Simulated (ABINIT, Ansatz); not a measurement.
# NaF (Villiaumite): zone-centre phonons

Aim: the zone-centre modes of NaF (Villiaumite).

Program: ABINIT 10.8.3. Level of theory: DFT LDA, scalar-relativistic, plane waves, PseudoDojo norm-conserving pseudopotentials. Results are calculated unless marked as measured.

The database entry behind the starting cell differs from later determinations by our own check (0.1 to 0.3 % short, probably kX units), so it need not match the best structure at ambient conditions.

### Step 1. Set-up

Symmetry: Fm-3m, No. 225, cubic system. The conventional cell has a = 4.502 Å, b = 4.502 Å, c = 4.502 Å, α = 90.00°, β = 90.00°, γ = 90.00°. Na has 6 F at 2.25 Å nearest. Nearest to F lie 6 Na at 2.25 Å. Farther neighbours and most contacts between anions are not listed.

### Step 2. Relaxation

The harmonic expansion needs vanishing forces, and a free crystal bears no stress, so cell and atoms are brought to rest. Stress is more sensitive to the basis than forces are: the last 3 Ha under the cutoff are smoothed with ecutsm, and the cutoff is raised above that of the later runs.

The starting cell comes from a relaxation made beforehand in Ansatz (LDA, PseudoDojo NC).

The input, relax.abi:

```
# relaxation
ionmov 2
optcell 2
dilatmx 1.08
ntime 40
tolmxf 1.0d-05
tolvrs 1.0d-14
prtwf 0
prtden 0
chksymtnons 0

# basis, mesh and filling
ecut 47.0
ecutsm 3.0
ngkpt 8 8 8
nshiftk 1
shiftk 0.0 0.0 0.0
istwfk *1
occopt 1
nband 8
nstep 100
diemac 9.0
prtebands 0
prtgsr 0
useylm 1

# cell and atoms
acell 3*1.0 Angstrom
rprim 
    0.0 2.250757662 2.250757662
    2.250757662 0.0 2.250757662
    2.250757662 2.250757662 0.0
ntypat 2
znucl 11 9
natom 2
typat 1 2
xred 
    0.0 0.0 0.0
    0.5 0.5 0.5
pp_dirpath "./pseudo"
pseudos "Na.upf, F.upf"
```

Command:

```bash
$ OMP_NUM_THREADS=1 mpirun -n 4 abinit relax.abi > relax.log
```

Numbers of over 12 decimals in the logs are rounded to 6 here.

relax.abo, the main output file:

```text
[banners, grids, parts of the stress and lines that vanish by symmetry left out]
- input  file    -> relax.abi
- output file    -> relax.abo
- root for input  files -> relaxi
[...]
Symmetries : space group Fm -3 m (#225); Bravais cF (face-center cubic)
[...]
mpw =        2998          nfft =       91125          nkpt =          29
[...]
== DATASET  1 ==================================================================
[...]
cutoff_energies: {ecut:  47.0, pawecutdg:  -1.0, }
[...]
ETOT  1  -70.197972074976    -7.020E+01 4.932E-01 2.326E+02
 ETOT  2  -70.296046624197    -9.807E-02 8.498E-03 7.373E+01
 ETOT  3  -70.306241107598    -1.019E-02 3.935E-04 2.131E+01
 ETOT  4  -70.307830018603    -1.589E-03 4.759E-04 7.454E+00
 ETOT  5  -70.308609203543    -7.792E-04 7.002E-05 1.101E-01
[...]
At SCF step   13       vres2   =  2.09E-17 < tolvrs=  1.00E-14 =>converged.
[...]
sigma(1 1)= -4.16366653E-07  sigma(3 2)=  0.00000000E+00
  sigma(2 2)= -4.16366653E-07  sigma(3 1)=  0.00000000E+00
  sigma(3 3)= -4.16366653E-07  sigma(2 1)=  0.00000000E+00
[...]
convergence: {deltae:  5.045E-12, res2:  2.092E-17, residm:  1.148E-19, diffor: null, }
etotal    :  -7.03086223E+01
[...]
ETOT  1  -70.308622308643    -7.031E+01 1.324E-12 1.799E-04
[...]
At SCF step    8       vres2   =  6.54E-17 < tolvrs=  1.00E-14 =>converged.
[...]
sigma(1 1)= -3.38199014E-07  sigma(3 2)=  0.00000000E+00
  sigma(2 2)= -3.38199014E-07  sigma(3 1)=  0.00000000E+00
  sigma(3 3)= -3.38199014E-07  sigma(2 1)=  0.00000000E+00
[...]
convergence: {deltae:  3.979E-12, res2:  6.542E-17, residm:  2.408E-19, diffor: null, }
etotal    :  -7.03086223E+01
[...]
ETOT  1  -70.308621968601    -7.031E+01 2.816E-12 3.369E-03
[...]
ETOT  7  -70.308622332452    -2.842E-12 3.470E-15 7.819E-13
 ETOT  8  -70.308622332448     4.249E-12 4.440E-18 1.201E-15
 At SCF step    8       vres2   =  1.20E-15 < tolvrs=  1.00E-14 =>converged.
[...]
sigma(1 1)= -1.12996458E-10  sigma(3 2)=  0.00000000E+00
  sigma(2 2)= -1.12996456E-10  sigma(3 1)=  0.00000000E+00
  sigma(3 3)= -1.12996459E-10  sigma(2 1)=  0.00000000E+00
[...]
convergence: {deltae:  4.249E-12, res2:  1.201E-15, residm:  4.440E-18, diffor: null, }
etotal    :  -7.03086223E+01
[...]
At Broyd/MD step   3, gradients are converged :
[...]
sigma(1 1)= -1.12996458E-10  sigma(3 2)=  0.00000000E+00
  sigma(2 2)= -1.12996456E-10  sigma(3 1)=  0.00000000E+00
  sigma(3 3)= -1.12996459E-10  sigma(2 1)=  0.00000000E+00
[...]
- sigma(1 1)= -3.32447056E-06  sigma(3 2)=  0.00000000E+00
- sigma(2 2)= -3.32447051E-06  sigma(3 1)=  0.00000000E+00
- sigma(3 3)= -3.32447061E-06  sigma(2 1)=  0.00000000E+00
[...]
fcart     -0.0000000000E+00 -0.0000000000E+00 -0.0000000000E+00
           strten     -1.1299645768E-10 -1.1299645594E-10 -1.1299645941E-10
================================================================================

[key lines of the parts left out:]
pressure_GPa:   3.3245E-06
Total energy (etotal) [Ha]= -7.03086223324480E+01
```

Run time: 25 s. Hardware: 4 MPI ranks of Arm Neoverse V1, shared host; 1.7 min of CPU time.

Little changed from the start: no atom moved by 0.005 Å and no cell edge by 0.1 %.

Read from the output:

```
volume per atom : 11.40 Å³
pressure        : 3.32e-6 GPa
```

### Step 3. Self-consistent run for the response

First-order wavefunctions inherit every error of the ground state, hence the very tight tolvrs. The mesh is shifted off Γ, since shifted meshes converge sums over the zone faster.

The input, gs.abi:

```
# ground state
tolvrs 1.0d-16
prtden 1
prtwf 1

# basis, mesh and filling
ecut 38.0
ngkpt 6 6 6
nshiftk 4
shiftk 
    0.5 0.5 0.5
    0.5 0.0 0.0
    0.0 0.5 0.0
    0.0 0.0 0.5
istwfk *1
occopt 1
nband 8
nstep 100
diemac 9.0
prtebands 0
prtgsr 0
useylm 1

# cell and atoms
acell 3*1.0 Angstrom
rprim 
    0.0 2.250907441 2.250907441
    2.250907441 0.0 2.250907441
    2.250907441 2.250907441 0.0
ntypat 2
znucl 11 9
natom 2
typat 1 2
xred 
    0.0 0.0 0.0
    0.5 0.5 0.5
pp_dirpath "./pseudo"
pseudos "Na.upf, F.upf"
```

Command:

```bash
$ OMP_NUM_THREADS=1 mpirun -n 4 abinit gs.abi > gs.log
```

gs.abo, the main output file:

```text
[banners, grids, parts of the stress and lines that vanish by symmetry left out]
- input  file    -> gs.abi
- output file    -> gs.abo
- root for input  files -> gsi
[...]
Symmetries : space group Fm -3 m (#225); Bravais cF (face-center cubic)
[...]
mpw =        1744          nfft =       46656          nkpt =          28
[...]
== DATASET  1 ==================================================================
[...]
cutoff_energies: {ecut:  38.0, pawecutdg:  -1.0, }
[...]
ETOT  1  -70.195850076282    -7.020E+01 2.599E-01 1.303E+02
 ETOT  2  -70.292255225985    -9.641E-02 4.324E-05 5.006E+01
 ETOT  3  -70.305960191452    -1.370E-02 5.305E-04 1.098E+01
 ETOT  4  -70.307822855511    -1.863E-03 4.186E-04 2.550E+00
 ETOT  5  -70.308349252884    -5.264E-04 5.182E-05 3.155E-02
[...]
ETOT 12  -70.308356992123     2.984E-13 4.077E-18 1.077E-15
 ETOT 13  -70.308356992125    -1.435E-12 1.688E-20 4.360E-19
 At SCF step   13       vres2   =  4.36E-19 < tolvrs=  1.00E-16 =>converged.
[...]
sigma(1 1)=  3.32751818E-05  sigma(3 2)=  0.00000000E+00
  sigma(2 2)=  3.32751818E-05  sigma(3 1)=  0.00000000E+00
  sigma(3 3)=  3.32751818E-05  sigma(2 1)=  0.00000000E+00
[...]
convergence: {deltae: -1.435E-12, res2:  4.360E-19, residm:  1.688E-20, diffor: null, }
etotal    :  -7.03083570E+01
[...]
sigma(1 1)=  3.32751818E-05  sigma(3 2)=  0.00000000E+00
  sigma(2 2)=  3.32751818E-05  sigma(3 1)=  0.00000000E+00
  sigma(3 3)=  3.32751818E-05  sigma(2 1)=  0.00000000E+00
[...]
- sigma(1 1)=  9.78989649E-01  sigma(3 2)=  0.00000000E+00
- sigma(2 2)=  9.78989649E-01  sigma(3 1)=  0.00000000E+00
- sigma(3 3)=  9.78989649E-01  sigma(2 1)=  0.00000000E+00
[...]
fcart     -0.0000000000E+00 -0.0000000000E+00 -0.0000000000E+00
           strten      3.3275181818E-05  3.3275181818E-05  3.3275181818E-05
================================================================================

[key lines of the parts left out:]
pressure_GPa:  -9.7899E-01
```

Run time: 5.8 s. Hardware: 4 MPI ranks; 23 s of CPU time.

Read from the output:

| Item | Value |
| --- | --- |
| pressure | -0.9790 GPa |

The cell stands at -0.98 GPa: the relaxation ran with a smoothed and higher cutoff and on another k mesh.

### Step 4. The gap at rest

Empty bands on the ground state's density check that the gap assumed so far is there in this cell.

The input, gap.abi:

```
# empty bands on the ground state's density
iscf -2
getden_filepath "gso_DEN"
tolwfr 1.0d-12
nbdbuf 2
prtwf 0

# basis, mesh and filling
ecut 38.0
ngkpt 8 8 8
nshiftk 1
shiftk 0.0 0.0 0.0
istwfk *1
occopt 1
nband 12
nstep 100
diemac 9.0
prtebands 0
prtgsr 0
useylm 1

# cell and atoms
acell 3*1.0 Angstrom
rprim 
    0.0 2.250907441 2.250907441
    2.250907441 0.0 2.250907441
    2.250907441 2.250907441 0.0
ntypat 2
znucl 11 9
natom 2
typat 1 2
xred 
    0.0 0.0 0.0
    0.5 0.5 0.5
pp_dirpath "./pseudo"
pseudos "Na.upf, F.upf"
```

Command:

```bash
$ OMP_NUM_THREADS=1 mpirun -n 4 abinit gap.abi > gap.log
```

gap.abo, the main output file:

```text
[banners, grids, parts of the stress and lines that vanish by symmetry left out]
- input  file    -> gap.abi
- output file    -> gap.abo
- root for input  files -> gapi
[...]
Symmetries : space group Fm -3 m (#225); Bravais cF (face-center cubic)
[...]
mpw =        1759          nfft =       46656          nkpt =          29
[...]
== DATASET  1 ==================================================================
[...]
cutoff_energies: {ecut:  38.0, pawecutdg:  -1.0, }
[...]
-outvars: echo values of variables after computation
            acell      1.8897261259E+00  1.8897261259E+00  1.8897261259E+00 Bohr
================================================================================
```

It took 4 s on 4 MPI ranks.

Numbers from this step:

```yaml
gap_on_the_k_mesh: 6.480 eV
```

In this cell the gap on the mesh is 6.5 eV, direct, so fixed occupations hold.

### Step 5. Linear response at Γ

The derivative of the wavefunctions by k comes first, since the response to a field is built on it; then the field and the displacements that symmetry doesn't supply are solved at q = 0.

It reads the wavefunctions written in step 3.

The input, dfpt_gamma.abi:

```
ndtset 2

# common to the responses
getwfk_filepath "gso_WFK"
kptopt 2
nqpt 1
qpt 0.0 0.0 0.0
asr 0
chneut 0

# d/dk
rfelfd1 2
rfdir1 1 1 1
iscf1 -3
tolwfr1 1.0d-20

# displacements, field
rfphon2 1
rfatpol2 1 2
rfdir2 1 1 1
rfelfd2 3
getddk2 1
tolvrs2 1.0d-10
prtwf2 0

# basis, mesh and filling
ecut 38.0
ngkpt 6 6 6
nshiftk 4
shiftk 
    0.5 0.5 0.5
    0.5 0.0 0.0
    0.0 0.5 0.0
    0.0 0.0 0.5
istwfk *1
occopt 1
nband 8
nstep 100
diemac 9.0
prtebands 0
prtgsr 0
useylm 1

# cell and atoms
acell 3*1.0 Angstrom
rprim 
    0.0 2.250907441 2.250907441
    2.250907441 0.0 2.250907441
    2.250907441 2.250907441 0.0
ntypat 2
znucl 11 9
natom 2
typat 1 2
xred 
    0.0 0.0 0.0
    0.5 0.5 0.5
pp_dirpath "./pseudo"
pseudos "Na.upf, F.upf"
```

Command:

```bash
$ OMP_NUM_THREADS=1 mpirun -n 4 abinit dfpt_gamma.abi > dfpt_gamma.log
```

dfpt_gamma.abo, the main output file:

```text
[banners, grids, parts of the stress and lines that vanish by symmetry left out]
- input  file    -> dfpt_gamma.abi
- output file    -> dfpt_gamma.abo
- root for input  files -> dfpt_gammai
[...]
DATASET    1 : space group Fm -3 m (#225); Bravais cF (face-center cubic)
[...]
nfft =       46656          nkpt =         432
[...]
DATASET    2 : space group Fm -3 m (#225); Bravais cF (face-center cubic)
[...]
nfft =       46656          nkpt =         432
[...]
== DATASET  1 ==================================================================
[...]
cutoff_energies: {ecut:  38.0, pawecutdg:  -1.0, }
[...]
-  9.00000   7.00000  201202                  znucl, zion, pspdat
[...]
Perturbation : derivative vs k along direction   1
[...]
-ETOT  1  -29.711667146555     -2.971E+01 1.183E-01 0.000E+00
 ETOT  2  -29.748909804931     -3.724E-02 1.488E-03 0.000E+00
 ETOT  3  -29.749041760822     -1.320E-04 2.506E-05 0.000E+00
 ETOT  4  -29.749042913130     -1.152E-06 2.936E-07 0.000E+00
 ETOT  5  -29.749042926082     -1.295E-08 6.321E-09 0.000E+00
[...]
At SCF step   12   max residual=  1.00E-20 < tolwfr=  1.00E-20 =>converged.
[...]
Perturbation : derivative vs k along direction   2
[...]
-ETOT  1  -29.711667146162     -2.971E+01 1.183E-01 0.000E+00
[...]
At SCF step   12   max residual=  1.00E-20 < tolwfr=  1.00E-20 =>converged.
[...]
Perturbation : derivative vs k along direction   3
[...]
-ETOT  1  -29.711667145769     -2.971E+01 1.183E-01 0.000E+00
[...]
At SCF step   12   max residual=  1.00E-20 < tolwfr=  1.00E-20 =>converged.
[...]
1        1       0.4773800863   -0.0000000000
     1        2       0.2386900431   -0.0000000000
     1        3       0.2386900431   -0.0000000000
     2        1       0.2386900431   -0.0000000000
     2        2       0.4773800863   -0.0000000000
     2        3       0.2386900431   -0.0000000000
     3        1       0.2386900431   -0.0000000000
     3        2       0.2386900431   -0.0000000000
     3        3       0.4773800863   -0.0000000000
[...]
== DATASET  2 ==================================================================
[...]
cutoff_energies: {ecut:  38.0, pawecutdg:  -1.0, }
[...]
Perturbation : displacement of atom   1   along direction   1
[...]
-ETOT  1   2.685600     -7.470E+03 8.337E+00 3.063E+01
[...]
At SCF step    8       vres2   =  4.81E-11 < tolvrs=  1.00E-10 =>converged.
[...]
Perturbation : displacement of atom   2   along direction   1
[...]
-ETOT  1   3.513591     -3.497E+03 6.273E+00 1.432E+03
[...]
At SCF step    9       vres2   =  1.98E-11 < tolvrs=  1.00E-10 =>converged.
[...]
Perturbation : homogeneous electric field along direction   1
[...]
-ETOT  1  -18.375998293285     -1.838E+01 4.373E-01 1.226E+03
[...]
ETOT  8  -18.673023564995     -5.294E-13 1.194E-14 1.553E-10
 ETOT  9  -18.673023564995     -2.132E-14 3.013E-16 1.740E-12
 At SCF step    9       vres2   =  1.74E-12 < tolvrs=  1.00E-10 =>converged.
[...]
Dielectric tensor, in cartesian coordinates,
[...]
1    4   1    4         1.9315732502        -0.0000000000
   1    4   2    4        -0.0000000000        -0.0000000000
   1    4   3    4        -0.0000000000        -0.0000000000
   2    4   1    4        -0.0000000000        -0.0000000000
   2    4   2    4         1.9315732502        -0.0000000000
   2    4   3    4        -0.0000000000        -0.0000000000
   3    4   1    4        -0.0000000000        -0.0000000000
   3    4   2    4        -0.0000000000        -0.0000000000
   3    4   3    4         1.9315732502        -0.0000000000
  Effective charges, in cartesian coordinates,
[...]
1    1   1    4         0.9989554398         0.0000000000
   2    1   1    4         0.0000000000         0.0000000000
   3    1   1    4        -0.0000000000         0.0000000000
   1    2   1    4        -0.9984749704         0.0000000000
   2    2   1    4         0.0000000000         0.0000000000
[...]
Effective charges, in cartesian coordinates,
[...]
2    4   1    2         0.0000000000         0.0000000000
   3    4   1    2         0.0000000000         0.0000000000
   1    4   2    2         0.0000000000         0.0000000000
   2    4   2    2        -0.9984749587         0.0000000000
   3    4   2    2         0.0000000000         0.0000000000
   1    4   3    2         0.0000000000         0.0000000000
   2    4   3    2         0.0000000000         0.0000000000
   3    4   3    2        -0.9984749587         0.0000000000
  Phonon wavevector (reduced coordinates) :  0.00000  0.00000  0.00000
 Phonon energies in Hartree :
[...]
Phonon frequencies in cm-1    :
-  7.184901E+00  7.184901E+00  7.184901E+00  2.762821E+02  2.762821E+02
-  2.762821E+02
  Phonon at Gamma, with non-analyticity in the
[...]
Phonon energies in Hartree :
[...]
Phonon frequencies in cm-1    :
-  7.184901E+00  7.184901E+00  7.185045E+00  2.762821E+02  2.762821E+02
-  4.282770E+02
  Phonon at Gamma, with non-analyticity in the
[...]
Phonon energies in Hartree :
[...]
Phonon frequencies in cm-1    :
-  7.184901E+00  7.184901E+00  7.185045E+00  2.762821E+02  2.762821E+02
-  4.282770E+02
  Phonon at Gamma, with non-analyticity in the
[...]
Phonon energies in Hartree :
[...]
Phonon frequencies in cm-1    :
-  7.184901E+00  7.184901E+00  7.185045E+00  2.762821E+02  2.762821E+02
-  4.282770E+02
[...]
fcart2     0.0000000000E+00  0.0000000000E+00  0.0000000000E+00
           strten2     0.0000000000E+00  0.0000000000E+00  0.0000000000E+00
================================================================================
```

Run time: 3.3 min. Hardware: 4 MPI ranks; 13 min of CPU time.

This step gave:

```
miss of the charge sum rule                                       : 4.80e-4 e
largest acoustic frequency at the zone centre before the sum rule : 7.18 cm⁻¹
highest optical zone-centre mode (no LO-TO term)                  : 276.3 cm⁻¹
lowest optical zone-centre mode                                   : 276.3 cm⁻¹
mean high-frequency dielectric constant                           : 1.932
largest Born charge in size (third of the trace)                  : 0.999 e
```

Born charge (rows field, columns displacement), before the sum rule (e), principal values of the symmetric part by kind of site:

```tsv
atom	atoms with these values	low	middle	high	mean
Na1	1	0.9990	0.9990	0.9990	0.9990
F2	1	-0.9985	-0.9985	-0.9985	-0.9985
```

In full for Na1:

```
0.9990 0.0000 0.0000
0.0000 0.9990 0.0000
0.0000 0.0000 0.9990
```

High-frequency dielectric tensor:

```
1.93 0.00 0.00
0.00 1.93 0.00
0.00 0.00 1.93
```

The acoustic modes at Γ come out as far as 7.2 cm⁻¹ from zero, where they should vanish, a small numerical error; the Born charges miss their sum rule by 4.8e-4 e, which is good.

[end of part 1 of 2]

[Host names and launcher messages were left out of these logs when they were recorded.]

[Logs are printed without paths, hosts, clocks, repeated set-up lines and the standing remarks that a program may print on its own settings, such as how far it seeks lower states.]

[Hosts, paths, dates, database ids (printed as entryN), source tags and the programs' standing remarks are cut or masked in the printed files.]
